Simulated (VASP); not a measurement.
# SnTe (F-43m) in VASP: a series of runs, part 2 of 2

VASP 6.6.1. The steps go on from the part before.

## (6) Single point, HSE06

Input file POSCAR:

```
SnTe
1.0
    0.0000000000      3.6111460000      3.6111460000
    3.6111460000      0.0000000000      3.6111460000
    3.6111460000      3.6111460000      0.0000000000
Te Sn
1 1
Direct
    0.2500000000      0.2500000000      0.2500000000
    0.0000000000      0.0000000000      0.0000000000
```

Input file INCAR.step1:

```
SYSTEM = SnTe
  PREC = Accurate
  ENCUT = 400
  EDIFF = 1E-5
  ISMEAR = 0
  SIGMA = 0.01
  LREAL = .FALSE.
  LASPH = .TRUE.
  NELM = 100
  ALGO = Normal
  ISIF = 2
  LWAVE = .TRUE.
  LCHARG = .FALSE.
  NBANDS = 18
  NKRED = 1
  GGA = PE
```

Input file INCAR.step2:

```
SYSTEM = SnTe
  PREC = Accurate
  ENCUT = 400
  EDIFF = 1E-4
  ISMEAR = 0
  SIGMA = 0.01
  LREAL = .FALSE.
  LASPH = .TRUE.
  NELM = 100
  ALGO = Normal
  ISIF = 2
  LWAVE = .FALSE.
  LCHARG = .FALSE.
  GGA = PE
  LHFCALC = .TRUE.
  HFSCREEN = 0.2
  PRECFOCK = Fast
  NBANDS = 18
  NKRED = 1
  ISTART = 1
```

Input file KPOINTS:

```
regular mesh
0
G
  4 4 4
  0 0 0
```

Potentials or basis: VASP PAW PBE potentials, release 64 (Te, Sn_d).

Started as:

```bash
cat potpaw_PBE.64/Te/POTCAR potpaw_PBE.64/Sn_d/POTCAR > POTCAR
cp INCAR.step1 INCAR
mpirun -np 1 vasp_std > vasp.out
cp INCAR.step2 INCAR
mpirun -np 1 vasp_std > vasp.out
```

OUTCAR:

```text
SYSTEM = SnTe
   PREC = Accurate
   ENCUT = 400
   EDIFF = 1E-4
   ISMEAR = 0
   LREAL = .FALSE.
   LASPH = .TRUE.
   NELM = 100
   ISIF = 2
   GGA = PE
   LHFCALC = .TRUE.
   HFSCREEN = 0.2
   PRECFOCK = Fast
   NKRED = 1
   ISTART = 1

 Found      8 irreducible k-points:

 Following reciprocal coordinates:
            Coordinates               Weight
  0.000000  0.000000  0.000000      1.000000
  0.250000  0.000000  0.000000      8.000000
  0.500000  0.000000  0.000000      4.000000
  0.250000  0.250000  0.000000      6.000000
[... 90 lines left out ...]
      4     -21.1524      2.00000
      5     -21.1524      2.00000
      6      -9.7799      2.00000
[... 103 lines left out ...]
      5     -21.1524      2.00000
      6      -9.1704      2.00000
[... 10 lines left out ...]
     17      11.7071      0.00000
     18      12.5172      0.00000

 [... further k-points ...]
[... 5 lines left out ...]
  --------------------------------------------------------------------------------------
  -------------------------------------------------------------------------------------
  Total       -0.3683991     -0.3683991     -0.3683991     -0.0000000      0.0000000     -0.0000000
  in kB       -6.2670630     -6.2670630     -6.2670630     -0.0000000      0.0000000     -0.0000000
  external PRESSURE =      -6.2670630 kB  Pullay stress =       0.0000000 kB

 VOLUME and BASIS-vectors are now :
 -----------------------------------------------------------------------------
  energy-cutoff  :      400.00
  volume of cell :       94.18
      direct lattice vectors                 reciprocal lattice vectors
     0.000000000  3.611146000  3.611146000    -0.138460201  0.138460201  0.138460201
     3.611146000  0.000000000  3.611146000     0.138460201 -0.138460201  0.138460201
     3.611146000  3.611146000  0.000000000     0.138460201  0.138460201 -0.138460201

 POSITION                                       TOTAL-FORCE (eV/Angst)
 -----------------------------------------------------------------------------------
      1.80557      1.80557      1.80557         0.000000      0.000000      0.000000
      0.00000      0.00000      0.00000        -0.000000     -0.000000     -0.000000
 -----------------------------------------------------------------------------------
    total drift:                               -0.000171     -0.000170     -0.000166

  FREE ENERGIE OF THE ION-ELECTRON SYSTEM (eV)
  ---------------------------------------------------
  free  energy   TOTEN  =        -8.4697032930 eV

  energy  without entropy=       -8.4697032930  energy(sigma->0) =       -8.46970329
```

OUTCAR.step1:

```text
SYSTEM = SnTe
   PREC = Accurate
   ENCUT = 400
   EDIFF = 1E-5
   ISMEAR = 0
   LREAL = .FALSE.
   LASPH = .TRUE.
[... 239 lines left out ...]
      1.80557      1.80557      1.80557        -0.000000     -0.000000     -0.000000
      0.00000      0.00000      0.00000         0.000000      0.000000      0.000000
 -----------------------------------------------------------------------------------
    total drift:                               -0.000000     -0.000000     -0.000000

  FREE ENERGIE OF THE ION-ELECTRON SYSTEM (eV)
  ---------------------------------------------------
  free  energy   TOTEN  =        -7.0739761484 eV

  energy  without entropy=       -7.0739761484  energy(sigma->0) =       -7.07397615
```

OSZICAR.step1:

```text
N       E                     dE             d eps       ncg     rms          rms(c)
DAV:   1     0.120699697858E+03    0.12070E+03   -0.79546E+03   288   0.915E+02
DAV:   2     0.469021168080E+01   -0.11601E+03   -0.11356E+03   354   0.262E+02
DAV:   3    -0.678540405918E+01   -0.11476E+02   -0.11429E+02   344   0.828E+01
DAV:   4    -0.720235147609E+01   -0.41695E+00   -0.41674E+00   320   0.174E+01
DAV:   5    -0.722041377506E+01   -0.18062E-01   -0.18062E-01   368   0.337E+00    0.427E+00
DAV:   6    -0.707357046648E+01    0.14684E+00   -0.37751E-01   376   0.265E+00    0.283E+00
DAV:   7    -0.707139575167E+01    0.21747E-02   -0.86100E-02   308   0.105E+00    0.107E+00
DAV:   8    -0.707290899078E+01   -0.15132E-02   -0.93803E-03   338   0.636E-01    0.259E-01
DAV:   9    -0.707363510793E+01   -0.72612E-03   -0.21083E-03   304   0.263E-01    0.781E-02
DAV:  10    -0.707383436747E+01   -0.19926E-03   -0.36862E-04   304   0.872E-02    0.343E-02
DAV:  11    -0.707397311280E+01   -0.13875E-03   -0.20608E-04   290   0.560E-02    0.306E-02
DAV:  12    -0.707397614836E+01   -0.30356E-05   -0.47794E-06   258   0.173E-02
   1 F= -.70739761E+01 E0= -.70739761E+01  d E =-.381099E-11
```

Run time: 2.4 min. Hardware: 1 thread of AMD EPYC 9R14 (Zen 4), shared host; peak memory 0.28 GiB.

The run converged, but some of its settings lie outside the range that counts as converged, so its numbers aren't taken as properties of the crystal.

What came out:

| Quantity | Value |
| --- | --- |
| Free energy | -8.4697 eV |
| Pressure | -0.6 GPa |
| Band gap on the k mesh | 0.38 eV, indirect (least direct gap 1.16 eV) |

Caveat: the PAW data sets were made with another functional, which shifts forces and pressure a little; spin-orbit coupling is left out, which moves the levels of the heavy elements.

## (7) The reference run

An earlier run on the cell as given: functional PBEsol; potentials or basis VASP PAW PBE potentials, release 64 (Te, Sn_d); cutoff 520 eV; k mesh 7 × 7 × 7; occupations fermi-dirac, width 0.05 eV; no spin polarisation.

* Pressure: -1.4 GPa
* Band gap on the k mesh: 0.28 eV, indirect (least direct gap 0.79 eV)
